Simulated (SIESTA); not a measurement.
Crystal: MgB2.

```xyz
3
Lattice="3.0850 0.0000 0.0000 -1.5425 2.6717 0.0000 0.0000 0.0000 3.5230" Properties=species:S:1:pos:R:3 pbc="T T T"
Mg    0.0000    0.0000    0.0000
B     1.5425    0.8906    1.7615
B     0.0000    1.7811    1.7615
```

Base run:

* Program: SIESTA 5.4.2
* Functional: PBE
* Potentials or basis: PseudoDojo 0.4 standard (PBE files)
* Basis: SZP (energy shift 0.003 Ry)
* Grid cutoff: 800 Ry
* Energy shift: 0.003 Ry
* k mesh: 10 × 10 × 8
* Occupations: fermi-dirac, width 0.05 eV
* Spin: no spin polarisation

Its results: band gap on the k mesh none (metal or under the smearing width); pressure 6.1 GPa.

Problem. The run is repeated on the same cell with these changes: basis from SZP (energy shift 0.003 Ry) to TZP (energy shift 0.003 Ry; two zetas on semicore shells). What comes out?

Solution. Band gap on the k mesh none (metal or under the smearing width); pressure 2.2 GPa.

Caveats: the basis of atomic orbitals isn't converged, which shifts pressures, moduli and gaps.
